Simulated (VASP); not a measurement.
The system is C.

```
C
1.0
     2.46729    0.00000    0.00000
    -1.23365    2.13674    0.00000
     0.00000    0.00000    7.80307
C
4
Direct
  0.00000 0.00000 0.25000
  0.00000 0.00000 0.75000
  0.33333 0.66667 0.25000
  0.66667 0.33333 0.75000
```

```yaml
Program: VASP 6.6.1
Task: relaxation of cell and atoms
Functional: rev-vdW-DF2
Potentials_or_basis: VASP PAW PBE potentials, release 64 (C)
Cutoff: 600 eV
k_mesh: 12 × 12 × 4
Occupations: gaussian, width 0.03 eV
Spin: no spin polarisation
```

At the start: pressure -1.4 GPa; volume 10.28 Å³/atom.

Problem. How do energy, volume and symmetry change on relaxing?

Solution. Over 15 steps the energy falls by 20.3 meV/atom and the volume is 8.61 Å³/atom (-16.3 %); space group P6_3/mmc (No. 194, to 0.05 Å).

The path:
| step | energy change (eV) | largest force (eV/Å) | pressure (GPa) | volume (Å³) |
| --- | --- | --- | --- | --- |
| 1 | 0.0000 | 0.0000 | -1.43 | 41.14 |
| 2 | -0.0046 | 0.0000 | 0.41 | 40.59 |
| 3 | -0.0057 | 0.0000 | 1.82 | 40.20 |
| 4 | -0.0070 | 0.0000 | 1.82 | 40.12 |
| 5 | -0.0108 | 0.0000 | 1.84 | 39.89 |
| 6 | -0.0185 | 0.0000 | 1.88 | 39.42 |
| 7 | -0.0337 | 0.0000 | 2.05 | 38.48 |
| 8 | -0.0608 | 0.0000 | 2.44 | 36.61 |
| 9 | -0.0672 | 0.0000 | 4.25 | 32.87 |
| 10 | -0.0761 | 0.0000 | 3.04 | 34.86 |
| 11 | -0.0772 | 0.0000 | 3.35 | 34.19 |
| 12 | -0.0751 | 0.0000 | -3.87 | 34.75 |
| 13 | -0.0813 | 0.0000 | 0.08 | 34.44 |
| 14 | -0.0813 | 0.0000 | 0.14 | 34.43 |
| 15 | -0.0813 | 0.0000 | 0.11 | 34.45 |

Final structure:
```cif
data_structure
_symmetry_space_group_name_H-M 'P 1'
_symmetry_Int_Tables_number 1
_cell_length_a 2.4641
_cell_length_b 2.4641
_cell_length_c 6.5507
_cell_angle_alpha 90.000
_cell_angle_beta 90.000
_cell_angle_gamma 120.000
_cell_volume 34.45
loop_
_atom_site_label
_atom_site_type_symbol
_atom_site_fract_x
_atom_site_fract_y
_atom_site_fract_z
_atom_site_occupancy
C1 C 0.00000 0.00000 0.25000 1
C2 C 0.00000 0.00000 0.75000 1
C3 C 0.33333 0.66667 0.25000 1
C4 C 0.66667 0.33333 0.75000 1
```

Caveat: the volume moved by over 15 % at a fixed basis, so the end points are rough; the PAW data sets were made with another functional, which shifts forces and pressure a little.
